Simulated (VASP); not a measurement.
Input of a VASP 6.6.1 run:

File INCAR:

```
SYSTEM = Ce
PREC = Accurate
ENCUT = 520
EDIFF = 1E-6
ISMEAR = -1
SIGMA = 0.1
LREAL = .False.
LASPH = .True.
NELM = 100
ALGO = Normal
ISIF = 2
LWAVE = .False.
LCHARG = .True.
GGA = CA
LELF = .True.
LVHAR = .True.
NBANDS = 12
```

KPOINTS

```
Automatic mesh
0
Gamma
  12 12 12
  0 0 0
```

Contents of POSCAR:

```
Ce
1.0
    0.0000000000      2.2649297842      2.2649297842
    2.2649297842      0.0000000000      2.2649297842
    2.2649297842      2.2649297842      0.0000000000
Ce
1
Direct
    0.0000000000      0.0000000000      0.0000000000
```

Potentials or basis: VASP PAW LDA potentials, release 64 (Ce).

Command:

```sh
$ cat potpaw_LDA.64/Ce/POTCAR > POTCAR
$ mpirun -np 1 vasp_std > vasp.out
```

Q: Predict the band gap on the k mesh.

A: None (metal or under the smearing width).

Q: Estimate the pressure.

A: -0.6 GPa.

The run has no spin-orbit coupling, so splittings on Ce are missing. Spin polarisation is off, so any magnetic state and its effect on volume and gap are missing.
